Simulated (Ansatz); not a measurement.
**ZnS: levels and charges under dearer methods**

A database entry relaxed whole under r2SCAN at zero pressure (P6_3mc, No. 186):

```xyz
4
Lattice="3.8071 0.0000 0.0000 -1.9036 3.2971 0.0000 0.0000 0.0000 6.2478" Properties=species:S:1:pos:R:3 pbc="T T T"
Zn    0.0000    2.1981    0.0337
Zn    1.9036    1.0990    3.1576
S     0.0000    2.1981    2.3717
S     1.9036    1.0990    5.4956
```

Its volume is 19.61 Å³ an atom, +0.0 % against the entry's 19.60, which is old or was flagged in a check.

Single points on this cell with plane-wave PAW DFT (Ansatz 0.2.0; r2SCAN 500 eV, hybrids 420 eV; fermi-dirac occupations of width 0.020 eV; no moments): r2SCAN on a 12×12×6 Γ-centred mesh; HSE06 on a 6×6×4 Γ-centred mesh; PBE0 on a 6×6×4 Γ-centred mesh.

How do gap, pressure and charges move from level to level?

The runs give:

| level | gap (eV), or kind | pressure (GPa) | Bader charge of Zn (e) | Bader charge of S (e) |
| --- | --- | --- | --- | --- |
| r2SCAN | 2.77 | 0.0 | +0.97 | -0.97 |
| HSE06 | 3.43 | 1.5 | +0.98 | -0.98 |
| PBE0 | 4.10 | 1.2 | +0.98 | -0.98 |

Under r2SCAN the gap is 2.77 eV, over mesh and band path. HSE06 moves it by +0.66 eV and PBE0 by +1.33 eV; PBE0 keeps its exact exchange at long range, which widens the gap over HSE06's by 0.67 eV on their common mesh.

Caveats: the relaxation kept the start's symmetry; HSE06 is read on its mesh and at the zone's corners, PBE0 on its mesh alone; hybrid pressures are good to a few tenths of a GPa; pressure is positive in compression.
